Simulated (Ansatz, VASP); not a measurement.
**One calculation of BP, two programs**

```
CELL_PARAMETERS angstrom
0.00000 2.20593 2.20593
2.20593 0.00000 2.20593
2.20593 2.20593 0.00000
ATOMIC_POSITIONS crystal
B 0.00000 0.00000 0.00000
P 0.75000 0.75000 0.75000
```

Change from the starting cell: strain -0.030 along x and y, -0.030 along z, atoms carried along.

Alike in both runs: task single point; functional PBE; k mesh 10 × 10 × 10; occupations gaussian, width 0.05 eV; no spin polarisation.

|  | VASP | Ansatz |
| --- | --- | --- |
| version | VASP 6.6.1 | Ansatz 0.2.0 |
| potentials or method | VASP PAW PBE potentials, release 64 (B, P) | scalar-relativistic, plane waves, PAW |
| plane-wave cutoff (eV) | 520 | 420 |
| valence electrons in the cell | 8 | 8 |

Ansatz gave:

* gap on the k mesh at the Fermi level (eV): 1.13
* least direct gap on the mesh (eV): 3.55
* pressure (GPa): 17.6

Q: What did VASP give for the same quantities?

A: gap on the k mesh at the Fermi level (eV): 1.12; least direct gap on the mesh (eV): 3.54; pressure (GPa): 17.3.

Caveats: so large a pressure means that the cell lies far from this level's equilibrium, or that cutoff or potentials fall short (VASP). A k mesh can miss the band edges.
